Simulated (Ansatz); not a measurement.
# C (P6_3/mmc) in Ansatz: notebook

Runs on C. Level: revPBE. Tasks: single point, equation of state.

The COD entry that gives the cell may itself be a prediction, so a difference from it is no test against experiment.

Everything below comes from runs of Ansatz 0.2.0. Logs are shortened: lines on timing, memory, paths and dates and some standing lists are left out, and cuts for length are marked.

### 1 Starting point

Symmetry: P6_3/mmc, No. 194, hexagonal system. The conventional cell has a = 2.522 Å, b = 2.522 Å, c = 12.356 Å, α = 90.00°, β = 90.00°, γ = 120.00°. Around C (site symmetry 3m) lie 4 C at 1.54 Å. C (site symmetry 3m) is surrounded by 4 C at 1.54 Å. C (site symmetry 3m) is surrounded by 4 C at 1.54 Å.

This is a hexagonal form of diamond, not graphite.

### 2 Single point, revPBE, 5.33 Å³/atom (volume scaled by 0.94)

Contents of input.yaml:

```yaml
crystal:
  lattice:
    - [2.4706141248, 0.0, 0.0]
    - [-1.2353070624, 2.139614595, 0.0]
    - [0.0, 0.0, 12.1034720835]
  atoms:
    - { symbol: C, position: [0.6666666667, 0.3333333333, 0.35417] }
    - { symbol: C, position: [0.3333333333, 0.6666666667, 0.85417] }
    - { symbol: C, position: [0.6666666667, 0.3333333333, 0.14583] }
    - { symbol: C, position: [0.3333333333, 0.6666666667, 0.64583] }
    - { symbol: C, position: [0.6666666667, 0.3333333333, 0.47917] }
    - { symbol: C, position: [0.3333333333, 0.6666666667, 0.97917] }
    - { symbol: C, position: [0.6666666667, 0.3333333333, 0.02083] }
    - { symbol: C, position: [0.3333333333, 0.6666666667, 0.52083] }
    - { symbol: C, position: [0.0, 0.0, 0.8125] }
    - { symbol: C, position: [0.0, 0.0, 0.3125] }
    - { symbol: C, position: [0.0, 0.0, 0.6875] }
    - { symbol: C, position: [0.0, 0.0, 0.1875] }
hamiltonian:
  xc: revpbe
  pseudopotentials: { kind: paw }
kpoints:
  mp_grid: { grid: [12, 12, 3] }
scf:
  occupations: { method: fermi_dirac, width: 0.05 }
output:
  forces: true
  stress: true
  eigenvalues: true
  write_density: true
  write_potential: true
  elf: true
  volumetric_format: npy
```

Potentials or basis: Ansatz PAW.

Command:

```bash
$ ansatz run input.yaml --threads 2 --pin off --max-ram 5120MiB --backend cpu --events-out ev --progress --plain --runs-dir out
```

Log:

```text
Warning: RAYON_NUM_THREADS=2 ignored (pool sized by the plan → 2); use --threads N
Engine: ansatz 0.2.0, aarch64-unknown-linux-gnu
Pseudopotentials: kind: paw
Pseudopotential: C, paw, valence charge 4, recommended cutoff 420 eV (normal), C.paw.azcp
Functional definition: revPBE
  parameter kappa = 1.245
  parameter beta = 0.06672455060314922
  exchange = pbe_x(kappa = kappa, mu = beta*pi^2/3)
  correlation = pbe_c(beta = beta)
Crystal: 12 atoms, lattice volume = 63.981 Å³
Basis set: ecut = 420 eV, 1211 PW (Γ), exchange–correlation on 36×36×162 points (8 copies of the dense FFT grid, shifted against one another)
Bands: 36, of which v1, the nominal top of the filled ones, is band 24 counted from 1 (23 counted from 0)
Symmetry: 24 space group operations
Space group: P63/mmc (ITA 194), of the structure as read, at distance tolerance 4.0e-5 Å
k-points: 38 of 432
Non-local potential: C, projectors of the file, l = 0: 2, l = 1: 2, l = 2: 1
PAW form: soft (Blöchl's): semilocal exchange-correlation on the pseudo side does not see the compensation charge
PAW frozen core: C, regenerated for the run's functional, and the local potential with it (the file was generated under x = pbe(κ = 0.804, μ = 0.2195149727645171), c = pbe(β = 0.06672455060314922))
PAW one-centre angular grid: C, 110 points (default); XC on 64 Gauss nodes
Initial density: superposition of atomic densities (neutral atoms: chi_scale 0, normalization atom), corrected by the library's trained network
Initial wavefunctions: pseudopotential atomic-orbital guess
Functional: x = revpbe(κ = 1.245, μ = 0.2195149727645171), c = pbe(β = 0.06672455060314922)
SCF iter   1: F=—  HF=-3019.848494 eV  |F-HF|=—  |Δ(HF+E_count)|=         —  Δρ=6.13e-3  dr2=1.22e-2  ethr=1.77e-3  ⟨swp⟩=6.2  Hψ=6500  notcnv=0  defer=33
preconditioner: auto → none  [insulator: Δε(μ)=4.529 eV  Ē_g=17.795 eV  σ=0.050 eV  W_gap=1.00  n_scr=10 (ndim 8)  ℏωp=32.2 eV  f_vac=0.000  D(μ)=0.00/eV (n_scr^D=0)  ε∞_Penn≈4.3]
SCF iter   2: F=—  HF=-3019.846378 eV  |F-HF|=—  |Δ(HF+E_count)|=   2.12e-3  Δρ=2.59e-3  dr2=1.47e-3  ethr=2.55e-5  ⟨swp⟩=2.3  Hψ=2573  notcnv=0  defer=79
SCF iter   3: F=—  HF=-3019.846597 eV  |F-HF|=—  |Δ(HF+E_count)|=   2.19e-4  Δρ=4.95e-4  dr2=8.02e-5  ethr=3.05e-6  ⟨swp⟩=2.5  Hψ=2073  notcnv=0  defer=79
SCF iter   4: F=—  HF=-3019.846644 eV  |F-HF|=—  |Δ(HF+E_count)|=   4.70e-5  Δρ=1.29e-4  dr2=3.03e-6  ethr=1.67e-7  ⟨swp⟩=2.3  Hψ=1857  notcnv=0  defer=79
iter 5 did not close the SCF: its close was put off for the readings that it lacked (scf_convergence_deferred on its scf_iter line)
SCF iter   5: F=-3019.846649 eV  HF=-3019.846648 eV  |F-HF|=8.43e-9  |Δ(HF+E_count)|=   4.50e-6  Δρ=1.02e-5  dr2=4.15e-8  ethr=6.32e-9  ⟨swp⟩=2.2  Hψ=1988  notcnv=0  defer=79
SCF iter   6: F=-3019.846649 eV  HF=-3019.846649 eV  |F-HF|=8.26e-10  |Δ(HF+E_count)|=   1.77e-8  Δρ=1.49e-6  dr2=7.80e-10  ethr=8.64e-11  ⟨swp⟩=12.1  Hψ=8879  notcnv=0
SCF 1 converged in 6 iterations: F = -3019.846649 eV  dr2 = 7.80e-10
SCF converged after 6 iterations
Free energy (F): -3019.846649 eV
Harris-Foulkes:  -3019.846649 eV  (|F-HF|=8.26e-10)
Internal energy: -3019.846649 eV  (E = F + TS)
E sigma→0 (E₀):  -3019.846649 eV
Fermi energy:    16.881857 eV
--- Per-component energies (eV) ---
  E_band       = 247.371989
  E_kinetic    = 1132.714766
  E_local      = -702.751390  (includes V_loc(G=0)·N_el)
  E_nonlocal   = 319.210039
  E_hartree    = 156.095286
  E_xc         = -592.255605
  E_vxc        = -735.341702  (∫ρ·V_xc dr)
  E_paw        = -1202.511537  (= ΣΔE_a)
  E_vpaw       = -78.650023  (= ΣTr[D̂ρ^β])
  E_aug_tail   = 0.000081  (compensation charges beyond the density's cutoff)
  E_ewald      = -2130.208278
  E_core_change = -0.140010  (= ΣΔE_core)
  E_smearing   = -0.000000  (= −TS)
  E_closure    = 0.000000  (closes the sum)
  Σ components = -3019.846649   (vs F -3019.846649, Δ=0.00e0)
--- Forces (eV/Å), atoms counted from 1 ---
  atom   1  C     -0.00000000    -0.00000000     0.34948811
  atom   2  C     -0.00000000     0.00000000     0.34948811
  atom   3  C     -0.00000000    -0.00000000    -0.34948811
  atom   4  C      0.00000000     0.00000000    -0.34948811
  atom   5  C     -0.00000000     0.00000000    -0.02883594
  atom   6  C      0.00000000    -0.00000000    -0.02883594
  atom   7  C     -0.00000000     0.00000000     0.02883594
  atom   8  C     -0.00000000    -0.00000000     0.02883594
  atom   9  C     -0.00000000    -0.00000000     0.36630328
  atom  10  C      0.00000000     0.00000000     0.36630328
  atom  11  C     -0.00000000    -0.00000000    -0.36630328
  atom  12  C     -0.00000000     0.00000000    -0.36630328
  max |Σ_I F_I| component: 1.67e-16 eV/Å
--- Stress (GPa, compression-positive) ---
       34.469729      -0.000000      -0.000000
        0.000000      34.469729      -0.000000
       -0.000000      -0.000000      44.038086
  P = ⅓ Tr σ = 37.6592 GPa (376.592 kbar)
--- Band table (eV; the first three rows and the last of 38) ---
  k-point 0: bands = ["-7.8462", "-7.0689", "-7.0208", "-4.6981", "-4.6735", "-1.6904", "0.4302", "4.7109", "4.7577", "10.5778", "10.6596", "11.5041", "11.5041", "11.9759", "11.9759", "12.1461", "12.1461", "13.4445", "13.4445", "13.6017", "13.6017", "14.4930", "14.6571", "14.6571", "20.1091", "20.1091", "20.5070", "21.2395", "21.2395", "21.8034", "21.8034", "22.0007", "22.5673", "22.8535", "22.8535", "23.2089"]
  k-point 1: bands = ["-7.7570", "-7.4898", "-6.4254", "-5.6367", "-3.5929", "-2.4304", "1.3182", "2.9211", "6.6630", "8.6492", "11.5658", "11.5658", "11.7473", "11.7473", "12.4487", "12.4805", "12.4805", "12.9700", "12.9700", "13.8948", "14.0689", "14.0689", "14.4901", "14.4901", "20.3073", "20.3073", "20.8029", "20.8029", "20.8475", "21.5353", "22.2189", "22.2189", "22.6723", "22.6723", "22.8507", "23.1178"]
  k-point 2: bands = ["-7.6682", "-6.8922", "-6.8436", "-4.5263", "-4.5011", "-1.5332", "0.5974", "4.8395", "4.8875", "10.5655", "10.6065", "10.6519", "11.0940", "11.1388", "11.2825", "11.6251", "11.7544", "12.6571", "12.8362", "13.1712", "13.2861", "13.9224", "14.2086", "14.3805", "20.2222", "20.5280", "20.7942", "21.1766", "21.6669", "21.7184", "22.1941", "22.4411", "22.8340", "23.1124", "23.4384", "23.5187"]
  k-point 37: bands = ["-0.2492", "-0.2492", "-0.0093", "0.0684", "0.3214", "0.3214", "2.2599", "2.2599", "2.4364", "2.8613", "3.2419", "3.2419", "4.6823", "4.6823", "5.0426", "5.8488", "6.0580", "6.0580", "8.3679", "8.3679", "8.6465", "9.2813", "9.6558", "9.6558", "20.4796", "20.4796", "21.5156", "22.5957", "23.5327", "23.5327", "26.2443", "26.3946", "26.3946", "27.6028", "27.7271", "27.7271"]
```

Run time: 3.9 s. Hardware: 2 threads of Arm Neoverse V1, shared host; peak memory 0.35 GiB.

Results:

```
Free energy            : -3019.8466 eV
Pressure               : 37.7 GPa
Largest force          : 0.366 eV/Å
Band gap on the k mesh : 4.54 eV, indirect (least direct gap 5.45 eV)
```

Caveat: odd divisions of the mesh miss points on the zone boundary, where band edges often lie, so the gap on the mesh can be too wide; the pressure holds a Pulay correction of +0.9 GPa for the finite cutoff; the PAW data sets come from PBE, with cores solved anew for the run's functional, which leaves a small shift of forces and pressure.

### 3 Single point, revPBE, 5.45 Å³/atom (volume scaled by 0.96)

input.yaml, as its differences from that of step 2:

```diff
@@ -2,5 +2,5 @@
   lattice:
-    - [2.4706141248, 0.0, 0.0]
-    - [-1.2353070624, 2.139614595, 0.0]
-    - [0.0, 0.0, 12.1034720835]
+    - [2.4880133891, 0.0, 0.0]
+    - [-1.2440066945, 2.1546827999, 0.0]
+    - [0.0, 0.0, 12.1887106107]
   atoms:
@@ -29,5 +29 @@
   eigenvalues: true
-  write_density: true
-  write_potential: true
-  elf: true
-  volumetric_format: npy
```

Potentials or basis: Ansatz PAW.

Command:

```bash
$ ansatz run input.yaml --threads 2 --pin off --max-ram 5120MiB --backend cpu --events-out ev --progress --plain --runs-dir out
```

It took 2.5 s on 2 threads of Arm Neoverse V1, shared host; peak memory 0.35 GiB.

The run converged. Its results:

- Free energy: -3020.1176 eV
- Pressure: 26.4 GPa
- Largest force: 0.354 eV/Å
- Band gap on the k mesh: 4.49 eV, indirect (least direct gap 5.40 eV)

Caveat: odd divisions of the mesh miss points on the zone boundary, where band edges often lie, so the gap on the mesh can be too wide; the pressure holds a Pulay correction of +0.9 GPa for the finite cutoff; the PAW data sets come from PBE, with cores solved anew for the run's functional, which leaves a small shift of forces and pressure.

### 4 Single point, revPBE, 5.56 Å³/atom (volume scaled by 0.98)

input.yaml, as its differences from that of step 3:

```diff
@@ -2,5 +2,5 @@
   lattice:
-    - [2.4880133891, 0.0, 0.0]
-    - [-1.2440066945, 2.1546827999, 0.0]
-    - [0.0, 0.0, 12.1887106107]
+    - [2.5051726443, 0.0, 0.0]
+    - [-1.2525863222, 2.1695431509, 0.0]
+    - [0.0, 0.0, 12.2727733403]
   atoms:
```

Command:

```bash
$ ansatz run input.yaml --threads 2 --pin off --max-ram 5120MiB --backend cpu --events-out ev --progress --plain --runs-dir out
```

Run time: 2.8 s. Hardware: 2 threads of Arm Neoverse V1, shared host; peak memory 0.35 GiB.

Results (log left out):

| Item | Value |
| --- | --- |
| Free energy | -3020.2975 eV |
| Pressure | 16.1 GPa |
| Largest force | 0.341 eV/Å |
| Band gap on the k mesh | 4.44 eV, indirect (least direct gap 5.36 eV) |

Caveat: odd divisions of the mesh miss points on the zone boundary, where band edges often lie, so the gap on the mesh can be too wide; the pressure holds a Pulay correction of +0.9 GPa for the finite cutoff; the PAW data sets come from PBE, with cores solved anew for the run's functional, which leaves a small shift of forces and pressure.

### 5 Single point, revPBE, 5.67 Å³/atom

input.yaml, as its differences from that of step 4:

```diff
@@ -2,5 +2,5 @@
   lattice:
-    - [2.5051726443, 0.0, 0.0]
-    - [-1.2525863222, 2.1695431509, 0.0]
-    - [0.0, 0.0, 12.2727733403]
+    - [2.5221, 0.0, 0.0]
+    - [-1.26105, 2.1842026709, 0.0]
+    - [0.0, 0.0, 12.3557]
   atoms:
@@ -29 +29,5 @@
   eigenvalues: true
+  write_density: true
+  write_potential: true
+  elf: true
+  volumetric_format: npy
```

Command:

```bash
$ ansatz run input.yaml --threads 2 --pin off --max-ram 5120MiB --backend cpu --events-out ev --progress --plain --runs-dir out
```

Run time: 3.5 s. Hardware: 2 threads of Arm Neoverse V1, shared host; peak memory 0.36 GiB.

Results (log left out):

```yaml
Free_energy: -3020.3940 eV
Pressure: 6.7 GPa
Largest_force: 0.330 eV/Å
Band_gap_on_the_k_mesh: 4.38 eV, indirect (least direct gap 5.31 eV)
```

Caveat: odd divisions of the mesh miss points on the zone boundary, where band edges often lie, so the gap on the mesh can be too wide; the pressure holds a Pulay correction of +0.9 GPa for the finite cutoff; the PAW data sets come from PBE, with cores solved anew for the run's functional, which leaves a small shift of forces and pressure.

### 6 Single point, revPBE, 5.79 Å³/atom (volume scaled by 1.02)

input.yaml, as its differences from that of step 5:

```diff
@@ -2,5 +2,5 @@
   lattice:
-    - [2.5221, 0.0, 0.0]
-    - [-1.26105, 2.1842026709, 0.0]
-    - [0.0, 0.0, 12.3557]
+    - [2.5388031358, 0.0, 0.0]
+    - [-1.2694015679, 2.1986680108, 0.0]
+    - [0.0, 0.0, 12.4375282125]
   atoms:
@@ -29,5 +29 @@
   eigenvalues: true
-  write_density: true
-  write_potential: true
-  elf: true
-  volumetric_format: npy
```

Potentials or basis: Ansatz PAW.

Command:

```bash
$ ansatz run input.yaml --threads 2 --pin off --max-ram 5120MiB --backend cpu --events-out ev --progress --plain --runs-dir out
```

It took 2.6 s on 2 threads of Arm Neoverse V1, shared host; peak memory 0.36 GiB.

The run converged. Its results:

| Quantity | Value |
| --- | --- |
| Free energy | -3020.4140 eV |
| Pressure | -1.8 GPa |
| Largest force | 0.319 eV/Å |
| Band gap on the k mesh | 4.33 eV, indirect (least direct gap 5.26 eV) |

Caveat: odd divisions of the mesh miss points on the zone boundary, where band edges often lie, so the gap on the mesh can be too wide; the pressure holds a Pulay correction of +0.9 GPa for the finite cutoff; the PAW data sets come from PBE, with cores solved anew for the run's functional, which leaves a small shift of forces and pressure.

### 7 Single point, revPBE, 5.90 Å³/atom (volume scaled by 1.04)

input.yaml, as its differences from that of step 6:

```diff
@@ -2,5 +2,5 @@
   lattice:
-    - [2.5388031358, 0.0, 0.0]
-    - [-1.2694015679, 2.1986680108, 0.0]
-    - [0.0, 0.0, 12.4375282125]
+    - [2.5552893324, 0.0, 0.0]
+    - [-1.2776446662, 2.2129454759, 0.0]
+    - [0.0, 0.0, 12.5182936458]
   atoms:
```

Command:

```bash
$ ansatz run input.yaml --threads 2 --pin off --max-ram 5120MiB --backend cpu --events-out ev --progress --plain --runs-dir out
```

It took 2.6 s on 2 threads of Arm Neoverse V1, shared host; peak memory 0.36 GiB.

Results (log left out):

```
Free energy            : -3020.3649 eV
Pressure               : -9.6 GPa
Largest force          : 0.309 eV/Å
Band gap on the k mesh : 4.28 eV, indirect (least direct gap 5.22 eV)
```

Caveat: odd divisions of the mesh miss points on the zone boundary, where band edges often lie, so the gap on the mesh can be too wide; the pressure holds a Pulay correction of +0.9 GPa for the finite cutoff; the PAW data sets come from PBE, with cores solved anew for the run's functional, which leaves a small shift of forces and pressure.

### 8 Single point, revPBE, 6.01 Å³/atom (volume scaled by 1.06)

input.yaml, as its differences from that of step 7:

```diff
@@ -2,5 +2,5 @@
   lattice:
-    - [2.5552893324, 0.0, 0.0]
-    - [-1.2776446662, 2.2129454759, 0.0]
-    - [0.0, 0.0, 12.5182936458]
+    - [2.5715654994, 0.0, 0.0]
+    - [-1.2857827497, 2.22704105, 0.0]
+    - [0.0, 0.0, 12.59803015]
   atoms:
```

Command:

```bash
$ ansatz run input.yaml --threads 2 --pin off --max-ram 5120MiB --backend cpu --events-out ev --progress --plain --runs-dir out
```

Wall time 2.7 s (2 threads of Arm Neoverse V1, shared host); peak memory 0.36 GiB.

Results (log left out):

```yaml
Free_energy: -3020.2528 eV
Pressure: -16.7 GPa
Largest_force: 0.299 eV/Å
Band_gap_on_the_k_mesh: 4.24 eV, indirect (least direct gap 5.18 eV)
```

Caveat: odd divisions of the mesh miss points on the zone boundary, where band edges often lie, so the gap on the mesh can be too wide; the pressure holds a Pulay correction of +0.9 GPa for the finite cutoff; the PAW data sets come from PBE, with cores solved anew for the run's functional, which leaves a small shift of forces and pressure.

### 9 Equation of state, revPBE

Potentials or basis: Ansatz PAW.

No new run: the results of the series are fitted here.

Results:

```
Equilibrium volume                        : 5.76 Å³/atom
Bulk modulus at fixed shape and positions : 422 GPa
Pressure derivative of the bulk modulus   : 3.7
```

Energy against volume, from the lowest point:
```tsv
volume (Å³/atom)	energy (meV/atom)
5.332	47.28
5.445	24.70
5.559	9.70
5.672	1.67
5.786	0.00
5.899	4.09
6.012	13.43
```

Caveat: the potentials were made for another functional, which shifts forces and pressure; the cell was scaled at fixed shape and fractional positions, which overstates the stiffness of a crystal with free parameters, most of all of layers and chains.
